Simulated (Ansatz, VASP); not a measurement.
## Sn3Se: VASP beside Ansatz

INCAR

```
PREC = Accurate
ENCUT = 520
EDIFF = 1E-7
ISMEAR = -1
SIGMA = 0.05
LREAL = F
LASPH = T
NELM = 60
ALGO = Normal
ISIF = 2
LWAVE = F
LCHARG = F
GGA = CA
NBANDS = 32
```

KPOINTS

```
regular mesh
0
Gamma
  6 6 6
```

POSCAR

```
Sn3Se
1.0
    4.6777916979      0.0000000000      0.0000000000
    0.0000000000      4.6777916979      0.0000000000
    0.0000000000      0.0000000000      4.6777916979
Sn Se
3 1
Direct
    0.5000000000      0.5000000000      0.0000000000
    0.5000000000      0.0000000000      0.5000000000
    0.0000000000      0.5000000000      0.5000000000
    0.0000000000      0.0000000000      0.0000000000
```

Contents of input.yaml:

```yaml
crystal:
  lattice:
    - [4.6777916979, 0.0, 0.0]
    - [0.0, 4.6777916979, 0.0]
    - [0.0, 0.0, 4.6777916979]
  atoms:
    - { symbol: Sn, position: [0.5, 0.5, 0.0] }
    - { symbol: Sn, position: [0.5, 0.0, 0.5] }
    - { symbol: Sn, position: [0.0, 0.5, 0.5] }
    - { symbol: Se, position: [0.0, 0.0, 0.0] }
kpoints:
  mp_grid: { grid: [6, 6, 6] }
scf:
  occupations: { method: fermi_dirac, width: 0.05 }
hamiltonian:
  xc: lda
  pseudopotentials: { kind: all_electron, lapw: { basis_error: 0.002 } }
output:
  forces: true
  stress: true
  eigenvalues: true
```

Change from the starting cell: volume scaled by 0.96.

Alike in both runs: task single point; functional LDA; k mesh 6 × 6 × 6; occupations fermi-dirac, width 0.05 eV; no spin polarisation.

|  | VASP | Ansatz |
| --- | --- | --- |
| version | VASP 6.6.1 | Ansatz 0.2.0 |
| potentials or method | VASP PAW LDA potentials, release 64 (Sn_d, Se) | all-electron LAPW, scalar-relativistic |
| plane-wave cutoff (eV) | 520 | see its input |

VASP gave:

```
gap on the k mesh at the Fermi level (eV) : none
pressure (GPa)                            : -2.0
```

What did Ansatz give for the same quantities?

gap on the k mesh at the Fermi level (eV): none; pressure (GPa): -2.1.

A gap of «none» marks a metal or a gap that the smearing closes. Ansatz ran all-electron here, so the differences hold the error of VASP's frozen core and of both bases.
